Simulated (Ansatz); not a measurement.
CdO (Monteponite), 2 atoms in the cell. It takes space group Fm-3m (No. 225, cubic). The conventional cell has a = 4.699 Å, b = 4.699 Å, c = 4.699 Å, α = 90.00°, β = 90.00°, γ = 90.00°. Around Cd (site symmetry m-3m) lie 6 O at 2.35 Å. Around O (site symmetry m-3m) lie 6 Cd at 2.35 Å. 

* Program: Ansatz 0.2.0
* Task: single point
* Functional: PBE
* Potentials or basis: all-electron LAPW, scalar-relativistic
* Cutoff: 306 eV (chosen from the basis error)
* Basis error allowed: 0.001 eV/atom
* k mesh: 10 × 10 × 10
* Occupations: gaussian, width 0.025 eV
* Spin: no spin polarisation

Potentials or basis: all-electron LAPW, scalar-relativistic.

Command:

```console
$ ansatz run input.yaml --threads 1 --pin off --max-ram 3072MiB --backend cpu --events-out ev --progress --plain --runs-dir out
```

Hardware: 1 thread of Arm Neoverse V1, with other jobs on the host.

**Question.** Estimate the wall time of this run.

**Answer.** Wall time 8 s on 1 thread of Arm Neoverse V1 (shared host), peak memory 0.31 GiB. Counts: scf iterations 7, plane waves 331, k points 47, bands 23.
